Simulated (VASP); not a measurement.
# TiO₂: G0W0 levels extrapolated to a complete basis

TiO₂, R-3m (no. 166), 3 atoms in the cell. PBE, G0W0 extrapolated in the basis; PAW potentials Ti_sv_GW, O_GW (PBE set).

GW scheme: G0W0; Iterations: 1; Response cutoff over orbital cutoff: 0.5; Orbital cutoffs (eV): (450 520 580); Frequency points: 48.

## Input

INCAR.step1:
```
  ALGO = Normal
  EDIFF = 1E-8
  ENCUT = 450
  GGA = PE
  ISMEAR = 0
  LASPH = True
  LCHARG = False
  LREAL = False
  LWAVE = True
  NELM = 150
  PREC = Accurate
  SIGMA = 0.05
```

INCAR.step2, as INCAR.step1 but for:
```
- ALGO = Normal
- NELM = 150
+ ALGO = Exact
+ ISTART = 1
+ LOPTICS = True
+ NBANDS = 1186
+ NELM = 1
```

INCAR.step3:
```
  ALGO = EVGW0
  ENCUT = 450
  ENCUTGW = 225
  GGA = PE
  ISMEAR = 0
  ISTART = 1
  LASPH = True
  LCHARG = False
  LREAL = False
  LWAVE = False
  NBANDS = 1188
  NBANDSGW = 16
  NELMGW = 1
  NOMEGA = 48
  PREC = Accurate
  PRECFOCK = Fast
  SIGMA = 0.05
```

INCAR.step4:
```
  ALGO = Normal
  EDIFF = 1E-8
  ENCUT = 520
  GGA = PE
  ISMEAR = 0
  LASPH = True
  LCHARG = False
  LREAL = False
  LWAVE = True
  NELM = 150
  PREC = Accurate
  SIGMA = 0.05
```

INCAR.step5, as INCAR.step4 but for:
```
- ALGO = Normal
- NELM = 150
+ ALGO = Exact
+ ISTART = 1
+ LOPTICS = True
+ NBANDS = 1507
+ NELM = 1
```

INCAR.step6:
```
  ALGO = EVGW0
  ENCUT = 520
  ENCUTGW = 260
  GGA = PE
  ISMEAR = 0
  ISTART = 1
  LASPH = True
  LCHARG = False
  LREAL = False
  LWAVE = False
  NBANDS = 1508
  NBANDSGW = 16
  NELMGW = 1
  NOMEGA = 48
  PREC = Accurate
  PRECFOCK = Fast
  SIGMA = 0.05
```

INCAR.step7:
```
  ALGO = Normal
  EDIFF = 1E-8
  ENCUT = 580
  GGA = PE
  ISMEAR = 0
  LASPH = True
  LCHARG = False
  LREAL = False
  LWAVE = True
  NELM = 150
  PREC = Accurate
  SIGMA = 0.05
```

INCAR.step8, as INCAR.step7 but for:
```
- ALGO = Normal
- NELM = 150
+ ALGO = Exact
+ ISTART = 1
+ LOPTICS = True
+ NBANDS = 1736
+ NELM = 1
```

INCAR.step9:
```
  ALGO = EVGW0
  ENCUT = 580
  ENCUTGW = 290
  GGA = PE
  ISMEAR = 0
  ISTART = 1
  LASPH = True
  LCHARG = False
  LREAL = False
  LWAVE = False
  NBANDS = 1736
  NBANDSGW = 16
  NELMGW = 1
  NOMEGA = 48
  PREC = Accurate
  PRECFOCK = Fast
  SIGMA = 0.05
```

KPOINTS:
```
k-points
0
Gamma
  2 2 2
```

POSCAR:
```
TiO2
1.0
    1.4973312015      0.8644845722      6.9815443949
   -1.4973312015      0.8644845722      6.9815443949
    0.0000000000     -1.7289691445      6.9815443949
Ti O
1 2
Direct
    0.0000000000      0.0000000000      0.0000000000
    0.3795330000      0.3795330000      0.3795330000
    0.6204670000      0.6204670000      0.6204670000
```

Commands (each step's output is kept before the next begins):
```
cat potpaw_PBE.64/Ti_sv_GW/POTCAR potpaw_PBE.64/O_GW/POTCAR > POTCAR
cp INCAR.step1 INCAR
mpirun -np 4 vasp_std > vasp.out
cp INCAR.step2 INCAR
mpirun -np 4 vasp_std > vasp.out
cp INCAR.step3 INCAR
mpirun -np 4 vasp_std > vasp.out
rm WAVECAR CHG WAVEDER
cp INCAR.step4 INCAR
mpirun -np 4 vasp_std > vasp.out
cp INCAR.step5 INCAR
mpirun -np 4 vasp_std > vasp.out
cp INCAR.step6 INCAR
mpirun -np 4 vasp_std > vasp.out
rm WAVECAR CHG WAVEDER
cp INCAR.step7 INCAR
mpirun -np 4 vasp_std > vasp.out
cp INCAR.step8 INCAR
mpirun -np 4 vasp_std > vasp.out
cp INCAR.step9 INCAR
mpirun -np 4 vasp_std > vasp.out
```

## Result

- Gap on the mesh, extrapolated (eV): 5.26
- Gap at the zone centre, extrapolated (eV): 5.27
- Shift of the valence top, extrapolated (eV): -1.31
- Shift of the conduction bottom, extrapolated (eV): 1.45
- Largest miss of the line in the mesh gap (eV): 0.002

Levels against the basis:

| orbital cutoff (eV) | plane waves | bands | gap (eV) | gap at the zone centre (eV) | shift of the valence top (eV) | shift of the conduction bottom (eV) |
|---|---|---|---|---|---|---|
| 450 | 1186 | 1188 | 5.207 | 5.213 | -1.036 | 1.679 |
| 520 | 1507 | 1508 | 5.221 | 5.227 | -1.089 | 1.639 |
| 580 | 1736 | 1736 | 5.224 | 5.230 | -1.126 | 1.605 |

VASP 6.6.1 took 662 s on 4 cores (Intel Xeon Platinum 8375C @ 2.90GHz (Ice Lake)), a shared host.
